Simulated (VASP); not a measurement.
# Cu (Fm-3m) in VASP: notebook

One crystal, Cu, is run at these levels: LDA; tasks: relaxation of cell and atoms.

All numbers are computed with VASP 6.6.1; they aren't measurements. Logs are shortened: lines on timing, memory, paths and dates and some standing lists are left out, and cuts for length are marked.

### 1 Starting point

The structure is cubic, space group Fm-3m (No. 225). The conventional cell has a = 3.615 Å, b = 3.615 Å, c = 3.615 Å, α = 90.00°, β = 90.00°, γ = 90.00°. Cu (site symmetry m-3m) has 12 Cu at 2.56 Å as nearest neighbours.

### 2 Relaxation of cell and atoms, LDA

Input file INCAR:

```
ALGO     = Fast           # electronic algorithm
EDIFF    = 1E-7           # SCF threshold, eV
EDIFFG   = -0.002         # ionic threshold
ENCUT    = 350            # plane-wave cutoff, eV
GGA      = CA             # functional
IBRION   = 2              # ionic algorithm
ISIF     = 3              # what is computed and relaxed
ISMEAR   = 0              # smearing method
LASPH    = T              # aspherical terms in the spheres
LCHARG   = F              # write CHGCAR
LREAL    = F              # projectors in reciprocal space
LWAVE    = F              # write WAVECAR
NELM     = 80             # most SCF steps
NSW      = 80             # ionic steps
PREC     = Accurate       # precision mode
SIGMA    = 0.1            # smearing width, eV
```

Input file KPOINTS:

```
k-points
0
Gamma
  10 10 10
```

Input file POSCAR:

```
Cu
1.0
    0.0000000000      1.8075000000      1.8075000000
    1.8075000000      0.0000000000      1.8075000000
    1.8075000000      1.8075000000      0.0000000000
Cu
1
Direct
    0.0000000000      0.0000000000      0.0000000000
```

Potentials or basis: VASP PAW LDA potentials, release 64 (Cu).

Started as:

```
cat potpaw_LDA.64/Cu/POTCAR > POTCAR
mpirun -np 1 vasp_std > vasp.out
```

OUTCAR:

```text
EDIFF = 1E-7
   EDIFFG = -0.002
   ENCUT = 350
   GGA = CA
   IBRION = 2
   ISIF = 3
   ISMEAR = 0
   LASPH = T
   LREAL = F
   NELM = 80
   NSW = 80
   PREC = Accurate

 ion  position               nearest neighbor table
   1  0.000  0.000  0.000-

  LATTYP: Found a face centered cubic cell.
 ALAT       =     3.6150000000

  Lattice vectors:

 A1 = (   0.0000000000,   1.8075000000,   1.8075000000)
 A2 = (   1.8075000000,   0.0000000000,   1.8075000000)
 A3 = (   1.8075000000,   1.8075000000,   0.0000000000)

Analysis of symmetry for initial positions (statically):
=====================================================================
 Subroutine PRICEL returns:
 Original cell was already a primitive cell.

 Routine SETGRP: Setting up the symmetry group for a
 face centered cubic supercell.

 Subroutine GETGRP returns: Found 48 space group operations
 (whereof 48 operations were pure point group operations)
 out of a pool of 48 trial point group operations.

The static configuration has the point symmetry O_h .

Analysis of symmetry for dynamics (positions and initial velocities):
=====================================================================
 Subroutine PRICEL returns:
 Original cell was already a primitive cell.

 Routine SETGRP: Setting up the symmetry group for a
 face centered cubic supercell.

 Subroutine GETGRP returns: Found 48 space group operations
 (whereof 48 operations were pure point group operations)
 out of a pool of 48 trial point group operations.

The dynamic configuration has the point symmetry O_h .

 Subroutine INISYM returns: Found 48 space group operations
 (whereof 48 operations are pure point group operations),
 and found     1 'primitive' translations

----------------------------------------------------------------------------------------

                                     Primitive cell

  volume of cell :      11.8104

  direct lattice vectors                    reciprocal lattice vectors
     0.000000000  1.807500000  1.807500000    -0.276625173  0.276625173  0.276625173
     1.807500000  0.000000000  1.807500000     0.276625173 -0.276625173  0.276625173
     1.807500000  1.807500000  0.000000000     0.276625173  0.276625173 -0.276625173

  length of vectors
     2.556191014  2.556191014  2.556191014     0.479128854  0.479128854  0.479128854

  position of ions in fractional coordinates (direct lattice)
     0.000000000  0.000000000  0.000000000

  ion indices of the primitive-cell ions
   primitive index   ion index
                 1           1

----------------------------------------------------------------------------------------

 KPOINTS: k-points

Automatic generation of k-mesh.
 Grid dimensions read from file:
 generate k-points for:   10   10   10

 Generating k-lattice:

  Cartesian coordinates                     Fractional coordinates (reciprocal lattice)
    -0.027662517  0.027662517  0.027662517     0.100000000  0.000000000  0.000000000
     0.027662517 -0.027662517  0.027662517     0.000000000  0.100000000  0.000000000
     0.027662517  0.027662517 -0.027662517     0.000000000  0.000000000  0.100000000

  Length of vectors
     0.047912885  0.047912885  0.047912885

  Shift w.r.t. Gamma in fractional coordinates (k-lattice)
     0.000000000  0.000000000  0.000000000

 Subroutine IBZKPT returns following result:
 ===========================================

 Found     47 irreducible k-points:

 Following reciprocal coordinates:
            Coordinates               Weight
  0.000000  0.000000  0.000000      1.000000
  0.100000  0.000000  0.000000      8.000000
  0.200000  0.000000  0.000000      8.000000
  0.300000  0.000000  0.000000      8.000000
  0.400000  0.000000  0.000000      8.000000
  0.500000  0.000000  0.000000      4.000000
[... 16 lines left out ...]
  0.300000  0.300000  0.000000      6.000000
  0.400000  0.300000  0.000000     24.000000
 [... further k-points ...]
   k-points           NKPTS =     47   k-points in BZ     NKDIM =     47   number of bands    NBANDS=      9
   number of dos      NEDOS =    301   number of ions     NIONS =      1
   total plane-waves  NPLWV =   4096
   dimension x,y,z NGX =    16 NGY =   16 NGZ =   16
   dimension x,y,z NGXF=    32 NGYF=   32 NGZF=   32
   ions per type =               1
   NGX,Y,Z   is equivalent  to a cutoff of  10.41, 10.41, 10.41 a.u.
   NGXF,Y,Z  is equivalent  to a cutoff of  20.81, 20.81, 20.81 a.u.
 SYSTEM =  unknown system
   PREC   = accura    normal or accurate (medium, high low for compatibility)
   ISTART =      0    job   : 0-new  1-cont  2-samecut
   ICHARG =      2    charge: 1-file 2-atom 10-const
   ISPIN  =      1    spin polarized calculation?
   LNONCOLLINEAR =      F non collinear calculations
   LSORBIT =      F    spin-orbit coupling
   LASPH  =      T    aspherical Exc in radial PAW
   ENCUT  =  350.0 eV  25.72 Ry    5.07 a.u.   3.90  3.90  3.90*2*pi/ulx,y,z
   NELM   =     80;   NELMIN=  2; NELMDL= -5     # of ELM steps
   EDIFF  = 0.1E-06   stopping-criterion for ELM
   LREAL  =      F    real-space projection
   EDIFFG = -.2E-02   stopping-criterion for IOM
   NSW    =     80    number of steps for IOM
   IBRION =      2    ionic relax: 0-MD 1-quasi-New 2-CG
   NFREE  =      1    steps in history (QN), initial steepest desc. (CG)
   ISIF   =      3    stress and relaxation
   ISYM   =      2    0-nonsym 1-usesym 2-fastsym
   POTIM  = 0.5000    time-step for ionic-motion
   TEBEG  =    0.0;   TEEND  =   0.0 temperature during run
   PSTRESS=    0.0 pullay stress
   NELECT =      11.0000    total number of electrons
   NUPDOWN=      -1.0000    fix difference up-down
   EMIN   =  10.00;   EMAX   =-10.00  energy-range for DOS
   EFERMI =   0.00;   METHOD = LEGACY
   ISMEAR =     0;   SIGMA  =   0.10  broadening in eV -4-tet -1-fermi 0-gaus
   EFERMI_NEDOS =   21; number of points for ismear=-14 and -15
   IALGO  =     68    algorithm
   IMIX   =      4    mixing-type and parameters
     AMIX     =   0.40;   BMIX     =  1.00
     AMIX_MAG =   1.60;   BMIX_MAG =  1.00
  volume/ion in A,a.u.               =      11.81        79.70
  Fermi-wavevector in a.u.,A,eV,Ry     =   1.598763  3.021224 34.777078  2.556043
  Thomas-Fermi vector in A             =   2.696162
   LORBIT       =      0    0 simple, 1 ext, 2 COOP (PROOUT), +10 PAW based schemes
   GGA     = CA    functional components
   LHFCALC =     F    Hartree Fock is set to
   AEXX    =    0.0000 exact exchange contribution
   IVDW    =     0    specifies the selected vdW correction
   LEPSILON=     F    determine dielectric tensor
   LRPA    =     F    only Hartree local field effects (RPA)
 conjugate gradient relaxation of ions
 non-spin polarized calculation
 RMM-DIIS sequential band-by-band and
 Gauss-broadening in eV      SIGMA  =   0.10
  energy-cutoff  :      350.00
  volume of cell :       11.81
 maximum number of plane-waves:       190
   NGX =  7   NGY =  7   NGZ =  7

--------------------------------------- Ionic step        1  -------------------------------------------

 number of electron      10.9999992 magnetization

 Free energy of the ion-electron system (eV)
  ---------------------------------------------------
  ext. energy  EPLUGINS =         0.00000000
  ---------------------------------------------------
  free energy    TOTEN  =        -4.66843997 eV

  energy without entropy =       -4.66576226  energy(sigma->0) =       -4.66710112

------------------------ aborting loop because EDIFF is reached ----------------------------------------

  FORCE on cell =-STRESS in cart. coord.  units (eV):
  Direction    XX          YY          ZZ          XY          YZ          ZX
  --------------------------------------------------------------------------------------
  -------------------------------------------------------------------------------------
  Total       -0.8450074     -0.8450074     -0.8450074      0.0000000      0.0000000     -0.0000000
  in kB     -114.6320883   -114.6320883   -114.6320883      0.0000000      0.0000000     -0.0000000
  external PRESSURE =    -114.6320883 kB  Pullay stress =       0.0000000 kB
[... 55 lines left out ...]
  energy  without entropy=       -4.6858823560  energy(sigma->0) =       -4.68764182

--------------------------------------- Ionic step        3  -------------------------------------------

 number of electron      10.9999990 magnetization

 Free energy of the ion-electron system (eV)
  ---------------------------------------------------
  ext. energy  EPLUGINS =         0.00000000
  ---------------------------------------------------
  free energy    TOTEN  =        -4.70322659 eV

  energy without entropy =       -4.69970164  energy(sigma->0) =       -4.70146412

 E-fermi :   8.2346     XC(G=0): -13.5696

 val. band max:        8.1842496292   @ k =   0.5000   0.1000   0.0000
 cond. band min:       8.4940757108   @ k =   0.5000   0.3000   0.1000
 fundamental gap:      0.3098260816
 Fermi energy:         8.2345521725

 k-point     1 :       0.0000    0.0000    0.0000
  band No.  band energies     occupation
      1      -1.6009      2.00000
      2       5.0345      2.00000
      3       5.0345      2.00000
      4       5.0345      2.00000
      5       5.9803      2.00000
      6       5.9803      2.00000
      7      31.6620      0.00000
      8      34.7570      0.00000
      9      34.7570      0.00000
[... 265 lines left out ...]
 k-point    24 :       0.4000    0.3000    0.0000
  band No.  band energies     occupation
      1       2.8974      2.00000
      2       3.8287      2.00000
      3       5.6321      2.00000
      4       6.1282      2.00000
      5       6.5852      2.00000
      6       7.2345      2.00000
      7      21.0761      0.00000
      8      22.0260      0.00000
      9      23.9743      0.00000

 [... further k-points ...]

------------------------ aborting loop because EDIFF is reached ----------------------------------------

  FORCE on cell =-STRESS in cart. coord.  units (eV):
  Direction    XX          YY          ZZ          XY          YZ          ZX
  --------------------------------------------------------------------------------------
  -------------------------------------------------------------------------------------
  Total       -0.0018882     -0.0018882     -0.0018882      0.0000000      0.0000000     -0.0000000
  in kB       -0.2770570     -0.2770570     -0.2770570      0.0000000      0.0000000     -0.0000000
  external PRESSURE =      -0.2770570 kB  Pullay stress =       0.0000000 kB
[... 16 lines left out ...]
  FREE ENERGIE OF THE ION-ELECTRON SYSTEM (eV)
  ---------------------------------------------------
  free  energy   TOTEN  =        -4.7032265901 eV

  energy  without entropy=       -4.6997016437  energy(sigma->0) =       -4.70146412

 reached required accuracy - stopping structural energy minimisation
```

It took 5 s on 1 thread of Intel Xeon Platinum 8488C (Sapphire Rapids), shared host; peak memory 0.11 GiB.

Results:

```yaml
Free_energy: -4.7032 eV
Relaxed_volume: 10.92 Å³/atom
Relaxed_cell: a = 2.490 Å, b = 2.490 Å, c = 2.490 Å, α = 60.00°, β = 60.00°, γ = 60.00°
Space_group_after_relaxing_to_0.05_Å: Fm-3m (No. 225)
Energy_gained_by_relaxing: 34.8 meV/atom
Ionic_steps: 3
Pressure_after_relaxing: 0.0 GPa
Band_gap_on_the_k_mesh: none (metal or under the smearing width)
```

The path:
| step | energy change (eV) | largest force (eV/Å) | pressure (GPa) | volume (Å³) |
| --- | --- | --- | --- | --- |
| 1 | 0.0000 | 0.0000 | -11.46 | 11.81 |
| 2 | -0.0210 | 0.0000 | 9.64 | 10.42 |
| 3 | -0.0348 | 0.0000 | -0.03 | 10.92 |

Final structure:
```
Cu
1.0
     0.00000    1.76085    1.76085
     1.76085    0.00000    1.76085
     1.76085    1.76085    0.00000
Cu
1
Direct
  0.00000 0.00000 0.00000
```

Caveat: the cutoff is under 1.25 times the usual one of these potentials, so pressure, stress and relaxed cells hold a basis-set (Pulay) error.

### 3 Relaxation of cell and atoms, LDA

This run uses another cell than the first one, of 10.92 Å³/atom, 0.925 times its volume.

INCAR is that of step 2.

KPOINTS is that of step 2.

Input file POSCAR:

```
Cu                                      
1.0
    0.0000000000      1.7608476387      1.7608476387
    1.7608476387      0.0000000000      1.7608476387
    1.7608476387      1.7608476387     -0.0000000000
  Cu            
     1
Direct
     0.0000000000000000    0.0000000000000000    0.0000000000000000
```

Potentials or basis: VASP PAW LDA potentials, release 64 (Cu).

Started as:

```
cat potpaw_LDA.64/Cu/POTCAR > POTCAR
mpirun -np 1 vasp_std > vasp.out
```

It took 4.6 s on 1 thread of Intel Xeon Platinum 8488C (Sapphire Rapids), shared host; peak memory 0.11 GiB.

Results (log left out):

```yaml
Free_energy: -4.7020 eV
Relaxed_volume: 10.94 Å³/atom
Relaxed_cell: a = 2.492 Å, b = 2.492 Å, c = 2.492 Å, α = 60.00°, β = 60.00°, γ = 60.00°
Space_group_after_relaxing_to_0.05_Å: Fm-3m (No. 225)
Energy_gained_by_relaxing: 0.0 meV/atom
Ionic_steps: 4
Pressure_after_relaxing: 0.0 GPa
Band_gap_on_the_k_mesh: none (metal or under the smearing width)
```

Final structure:
```
Cu
1.0
     0.00000    1.76199    1.76199
     1.76199    0.00000    1.76199
     1.76199    1.76199    0.00000
Cu
1
Cartesian
  0.0000 0.0000 0.0000
```

Levels at points of the mesh, in eV from the Fermi level:
```tsv
k point	band 4	band 5	band 6	band 7	band 8	band 9
(0.00, 0.00, 0.00)	-3.19	-2.25	-2.25	23.41	26.49	26.49
(0.50, 0.00, 0.00)	-1.61	-1.61	-1.08	4.25	21.90	23.25
(0.50, 0.50, 0.00)	-1.45	-1.45	1.56	7.79	13.73	13.73
```

Caveat: the cutoff is under 1.25 times the usual one of these potentials, so pressure, stress and relaxed cells hold a basis-set (Pulay) error.
